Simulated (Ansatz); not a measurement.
# SnO₂: the gap under pressure

SnO₂, P4_2/mnm, a = 4.760 Å, c = 3.201 Å. Ansatz: r2SCAN, PAW, 500 eV, Γ-centred 6×6×8 mesh on 6 atoms, Gaussian smearing 0.02 eV; no spin polarisation. Cell and atoms are relaxed at each pressure, and no other structure is tried, so the rows at high pressure may lie past a change of phase. The gap is sought over the whole zone. The pressures are the targets, met within 0.05 GPa.

```
P (GPa) gap y (eV)
   -2.0           ?
    0.0       1.768
    2.0       1.873
    5.0       2.026
   10.0       2.266
   20.0       2.712
   40.0       3.485
```

Problem. Fit y = E0 + αP + βP² to the other rows and predict the missing gap.

Solution. Least squares on the rows shown. y = 1.7707 + 0.051543 P − 0.00021743 P². So α = 51.5 meV/GPa at zero pressure. At P = -2.0 the fit asked for gives 1.667 eV. The run gave 1.660 eV, so the fit is 0.007 eV too high, a small miss on the scale of the series.

The mesh isn't the same in all rows (6×6×8, 6×6×10). Semilocal functionals give gaps under the measured ones; changes of the gap mostly carry over better.